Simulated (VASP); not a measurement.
# TiB2 in VASP: convergence with k mesh

Input of the first run (k mesh 2 × 2 × 2); the others differ in this setting and in those tied to it:

INCAR

```
SYSTEM = TiB2
  PREC = Accurate
  ENCUT = 520
  EDIFF = 1E-6
  ISMEAR = 0
  SIGMA = 0.02
  LREAL = .False.
  LASPH = .True.
  NELM = 60
  ALGO = Fast
  ISIF = 2
  LWAVE = .False.
  LCHARG = .False.
  GGA = PE
  NBANDS = 16
```

File KPOINTS:

```
Automatic mesh
0
Gamma
  2 2 2
  0 0 0
```

The input POSCAR:

```
TiB2
1.0
    3.0292000000      0.0000000000      0.0000000000
   -1.5146000000      2.6233641531      0.0000000000
    0.0000000000      0.0000000000      3.2284000000
Ti B
1 2
Direct
    0.0000000000      0.0000000000      0.0000000000
    0.6666666667      0.3333333333      0.5000000000
    0.3333333333      0.6666666667      0.5000000000
```

Potentials or basis: VASP PAW PBE potentials, release 64 (Ti_sv, B).

Launch:

```console
$ cat potpaw_PBE.64/Ti_sv/POTCAR potpaw_PBE.64/B/POTCAR > POTCAR
$ mpirun -np 1 vasp_std > vasp.out
```

Hardware: 1 thread of Intel(R) Xeon(R) Platinum 8559C (Emerald Rapids), with other jobs on the host.

```csv
k mesh,"energy less the tightest run, at zero smearing (meV/atom)",pressure (GPa),SCF cycles,CPU time (s),peak memory (GiB)
2 × 2 × 2,242.40,2.60,29,4.8,0.13
3 × 3 × 3,-19.78,-0.56,30,5.6,0.13
4 × 4 × 4,8.43,0.55,29,7.5,0.13
6 × 6 × 5,14.44,0.65,37,12,0.13
7 × 7 × 6,2.14,0.41,35,15,0.14
9 × 9 × 7,0.51,0.42,33,22,0.14
11 × 11 × 9,0.62,0.39,39,35,0.15
14 × 14 × 11,0.54,0.39,41,63,0.18
16 × 16 × 13,0.00,0.36,39,87,0.2
```

Against the tightest run, the energy stays within 1 meV/atom from 9 × 9 × 7 on; the pressure stays within 0.1 GPa from 7 × 7 × 6 on. Meshes of other sizes hit other points, so gaps and Fermi surfaces needn't settle smoothly. The tightest run that finished is the yardstick and may itself not be fully converged.
